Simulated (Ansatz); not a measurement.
# TiB2: pressure against volume, fitted

```yaml
crystal:
  lattice:
    - [3.02920, 0.00000, 0.00000]
    - [-1.51460, 2.62336, 0.00000]
    - [0.00000, 0.00000, 3.22840]
  atoms:
    - { symbol: Ti, position: [0.00000, 0.00000, 0.00000] }
    - { symbol: B, position: [0.33333, 0.66667, 0.50000] }
    - { symbol: B, position: [0.66667, 0.33333, 0.50000] }
```

Atom numbers follow the list: Ti1, B2, B3.

The cell is COD entry 2002799, as deposited and not checked against the literature; nothing was relaxed.

Level of theory: DFT, PBE, all-electron LAPW, scalar-relativistic in Ansatz 0.2.0.

Sampling and basis: a Γ-centred 15×15×13 k mesh, Fermi–Dirac smearing of 0.08 eV, basis error target 1 meV/atom, no spin polarisation.

The cell is scaled evenly. Fractional coordinates are held (clamped ions).

| V (Å³/atom) | P (GPa) |
| --- | --- |
| 8.039 | 18.09 |
| 8.210 | 11.56 |
| 8.381 | 5.63 |
| 8.466 | 2.88 |
| 8.552 | 0.26 |
| 8.637 | -2.24 |
| 8.723 | -4.62 |
| 9.065 | -13.07 |

Problem. Fit a third-order Birch–Murnaghan curve to the pressures.

Solution. P = (3B0/2)(y^(7/2) − y^(5/2))[1 + (3/4)(B0′ − 4)(y − 1)] with y = (V0/V)^(2/3) fits within 0.01 GPa for V0 = 8.560 Å³/atom, B0 = 254.9 GPa and B0′ = 3.85.

Problem. Predict the pressure at the withheld volume, 8.894 Å³/atom.

Solution. There y = 0.9748, so the fit gives -9.05 GPa; the run gave -9.05 GPa.
